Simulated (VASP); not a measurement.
# MnS: magnetic anisotropy

MnS, P6_3mc (no. 186), 4 atoms in the cell. PBE, spin-orbit coupling, magnetic anisotropy; PAW potentials Mn_pv, S (PBE set).

Starting moments (muB): 5, 5, 0, 0; Method: fixed density (force theorem); Directions run: 4.

## Input

INCAR.step1:
```
SYSTEM = MnS
ALGO     = Normal         ! electronic algorithm
EDIFF    = 1E-8           ! SCF threshold, eV
ENCUT    = 450            ! plane-wave cutoff, eV
GGA      = PE             ! functional
GGA_COMPAT= .FALSE.      
ISMEAR   = 0              ! smearing method
ISPIN    = 2              ! spin polarisation
ISYM     = 2            
LASPH    = .TRUE.         ! aspherical terms in the spheres
LCHARG   = .TRUE.         ! write CHGCAR
LMAXMIX  = 4              ! l up to which the mixer works
LORBIT   = 11             ! projections on sites
LREAL    = .FALSE.        ! projectors in reciprocal space
LWAVE    = .FALSE.        ! write WAVECAR
MAGMOM   = 5 5 0 0        ! initial moments
NBANDS   = 29             ! bands
NELM     = 200            ! most SCF steps
PREC     = Accurate       ! precision mode
SIGMA    = 0.05           ! smearing width, eV
```

INCAR.step2, as INCAR.step1 but for:
```
- ISPIN = 2
- ISYM = 2
- LCHARG = .TRUE.
- MAGMOM = 5 5 0 0
- NBANDS = 29
+ ICHARG = 11
+ ISYM = -1
+ LCHARG = .FALSE.
+ LORBMOM = .TRUE.
+ LSORBIT = .TRUE.
+ MAGMOM = 0 0 5 0 0 5 0 0 0 0 0 0
+ NBANDS = 58
+ SAXIS = 0 0 1
```

INCAR.step3, as INCAR.step2 but for:
```
- SAXIS = 0 0 1
+ SAXIS = 0.5 0 0.866
```

INCAR.step4 to INCAR.step5 change the same tag again: SAXIS = 0.866 0 0.5, 1 0 0.

KPOINTS:
```
k-points
0
Gamma
  7 7 4
```

POSCAR:
```
MnS
1.0
    3.9535769233      0.0000000000      0.0000000000
   -1.9767884617      3.4238980514      0.0000000000
    0.0000000000      0.0000000000      6.3425288600
Mn S
2 2
Direct
    0.6666666667      0.3333333333      0.4988446700
    0.3333333333      0.6666666667      0.9988446700
    0.3333333333      0.6666666667      0.6261543000
    0.6666666667      0.3333333333      0.1261543000
```

Commands (each step's output is kept before the next begins):
```
cat potpaw_PBE.64/Mn_pv/POTCAR potpaw_PBE.64/S/POTCAR > POTCAR
cp INCAR.step1 INCAR
mpirun -np 8 vasp_std > vasp.out
cp INCAR.step2 INCAR
mpirun -np 8 vasp_ncl > vasp.out
cp INCAR.step3 INCAR
mpirun -np 8 vasp_ncl > vasp.out
cp INCAR.step4 INCAR
mpirun -np 8 vasp_ncl > vasp.out
cp INCAR.step5 INCAR
mpirun -np 8 vasp_ncl > vasp.out
```

## Result

- Largest energy difference between the axes (meV per magnetic atom): 0.05
- Spin moment (muB per cell): 9.85

Energy by direction of the moments:

| Axis (Cartesian) | Energy (meV per magnetic atom) | Orbital moments (muB) |
|---|---|---|
| 0.00 0.00 1.00 | 0.000 | 0.003 0.003 0.000 0.000 |
| 0.50 0.00 0.87 | -0.013 | 0.003 0.003 0.000 0.000 |
| 0.87 0.00 0.50 | -0.040 | 0.005 0.005 0.000 0.000 |
| 1.00 0.00 0.00 | -0.053 | 0.006 0.006 0.000 0.000 |

The moments started parallel.

Limits: Only one order of the moments was run; differences under 0.02 meV aren't resolved.

VASP 6.6.1 took 452 s on 8 cores (Intel Xeon 6975P-C (Granite Rapids)), a shared host.
